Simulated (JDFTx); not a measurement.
# PtS2 under changes of volume

One of the cells (18.261 Å³/atom); the others are scaled copies at fixed shape and fractional positions:

```xyz
3
Lattice="3.5432 0.0000 0.0000 -1.7716 3.0685 0.0000 0.0000 0.0000 5.0388" Properties=species:S:1:pos:R:3 pbc="T T T"
Pt    0.0000    0.0000    0.0000
S     1.7716    1.0228    3.8950
S     0.0000    2.0457    1.1438
```

| Quantity | Value |
| --- | --- |
| Program | JDFTx 1.7.0 (patched build) |
| Functional | PBEsol |
| Potentials or basis | PseudoDojo-SR-PBEsol-0.4.1-standard with smoothed tails |
| Cutoff | 1143 eV |
| Density cutoff | 9143 eV |
| k mesh | 9 × 9 × 5 |
| Occupations | fermi-dirac, width 0.05 eV |
| Spin | no spin polarisation |

| volume (Å³/atom) | energy over the lowest point (meV/atom) | pressure (GPa) | gap on the mesh (eV) | largest force (eV/Å) |
| --- | --- | --- | --- | --- |
| 17.165 | 95.37 | 18.2 | 1.00 | 1.989 |
| 17.531 | 59.04 | 13.7 | 0.99 | 1.610 |
| 17.896 | 32.30 | 9.8 | 0.97 | 1.260 |
| 18.261 | ? | ? | ? | ? |
| 18.626 | 3.64 | 3.0 | 0.93 | 0.641 |
| 18.992 | 0.00 | 0.2 | 0.91 | 0.368 |
| 19.357 | 2.51 | -2.4 | 0.89 | 0.115 |

What does the run at 18.261 Å³/atom give?

Energy over the lowest point 14.14 meV/atom; pressure 6.2 GPa; gap on the mesh 0.95 eV; largest force 0.938 eV/Å.

Worked out: A Birch-Murnaghan fit of order 3 (a polynomial in V^(-2/3)) to the other rows has its minimum at 19.02 Å³/atom with B0 = V·E''(V) = 140 GPa and B' = 4.7 at fixed shape and positions, which overstates the stiffness. It gives 14.15 meV/atom at 18.261 Å³/atom, against the run's 14.14, and -dE/dV = 6.2 GPa, against 6.2. A straight line through the other rows of the gap, of slope -0.944 eV per unit of ln V, gives 0.95 eV, against the run's 0.95.

Energies are extrapolated to zero smearing.

Caveats: spin-orbit coupling is left out, which moves the levels of the heavy elements; an odd mesh through Γ misses points on the zone boundary, where band edges often lie; forces of over 1 eV/Å show positions far from the minimum, so gaps and moduli don't describe the material at rest (some runs).
